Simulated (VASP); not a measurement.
A run of VASP 6.6.1 is set up as follows.

INCAR

```
  ALGO = Normal
  EDIFF = 1E-6
  EDIFFG = -0.01
  ENCUT = 600
  GGA = PE
  IBRION = 2
  ISIF = 3
  ISMEAR = 0
  LASPH = True
  LCHARG = False
  LREAL = False
  LWAVE = False
  NELM = 80
  NSW = 90
  PREC = Accurate
  SIGMA = 0.03
```

KPOINTS

```
k-points
0
Gamma
  8 8 8
```

Contents of POSCAR:

```
CaSe
1.0
    0.0000000000      2.9560000000      2.9560000000
    2.9560000000      0.0000000000      2.9560000000
    2.9560000000      2.9560000000      0.0000000000
Ca Se
1 1
Direct
    0.0000000000      0.0000000000      0.0000000000
    0.5000000000      0.5000000000      0.5000000000
```

Potentials or basis: VASP PAW PBE potentials, release 64 (Ca_sv, Se).

Command:

```sh
$ cat potpaw_PBE.64/Ca_sv/POTCAR potpaw_PBE.64/Se/POTCAR > POTCAR
$ mpirun -np 1 vasp_std > vasp.out
```

(1) Estimate the relaxed volume.

(2) What does it give for the band gap on the k mesh?

(3) Estimate the space group after relaxing (to 0.05 Å).

(4) Predict the relaxed cell.

Results:

(1) 26.54 Å³/atom.

(2) 2.08 eV, indirect (least direct gap 2.99 eV).

(3) Fm-3m (No. 225).

(4) a = 4.218 Å, b = 4.218 Å, c = 4.218 Å, α = 60.00°, β = 60.00°, γ = 60.00°.
